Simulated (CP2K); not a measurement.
Runs of CP2K 2026.2 on PbO2. Symmetry: Fm-3m, No. 225, cubic system. The conventional cell has a = 5.404 Å, b = 5.404 Å, c = 5.404 Å, α = 90.00°, β = 90.00°, γ = 90.00°. Pb (site symmetry m-3m) has 8 O at 2.34 Å as nearest neighbours. O (site symmetry -43m) has 4 Pb at 2.34 Å as nearest neighbours. The cell comes from a database or a generator and needn't be the stable form of this composition.

```tsv
level	potentials or basis	smearing	EPS_DEFAULT	NGRIDS	points a segment of the path (NPOINTS)	bands added on the path	CUTOFF of the grids	gap on the mesh (eV)	pressure (GPa)
SCAN	POTENTIAL_UZH Pb GTH-SCAN-q4, O GTH-SCAN-q6; TZVP-MOLOPT-SCAN-GTH basis	fermi-dirac 0.01 eV	1.0E-10	5	10	6	850 Ry	none	(a)
r2SCAN	POTENTIAL_UZH Pb GTH-SCAN-q4, O GTH-SCAN-q6; TZVP-MOLOPT-SCAN-GTH basis	fermi-dirac 0.01 eV	1.0E-10	5	8	6	850 Ry	none	-5.3
TASK	POTENTIAL_UZH Pb GTH-SCAN-q4, O GTH-SCAN-q6; TZVP-MOLOPT-SCAN-GTH basis	fermi-dirac 0.05 eV	1.0E-9	5	6	2	850 Ry	none	-2.1
LDA	GTH_POTENTIALS Pb GTH-PADE-q4, O GTH-PADE-q6; TZVP-MOLOPT-PBE-GTH basis	fermi-dirac 0.0259 eV	1.0E-9	4	8	4	600 Ry	none	-11.7
```

Alike in all rows: task band structure; no spin polarisation; cell as given; k mesh 9 × 9 × 9.

Fill in the values left out.

(a) -6.0.

Caveats: the basis of atomic orbitals isn't converged, which shifts pressures, moduli and gaps; the potentials were made for another functional, which shifts forces and pressure (some runs).

A k mesh can miss the band edges, and the runs leave out spin-orbit coupling on Pb.

A gap of «none» marks a metal or a gap under the smearing width.

Not every run made on this cell is shown here.
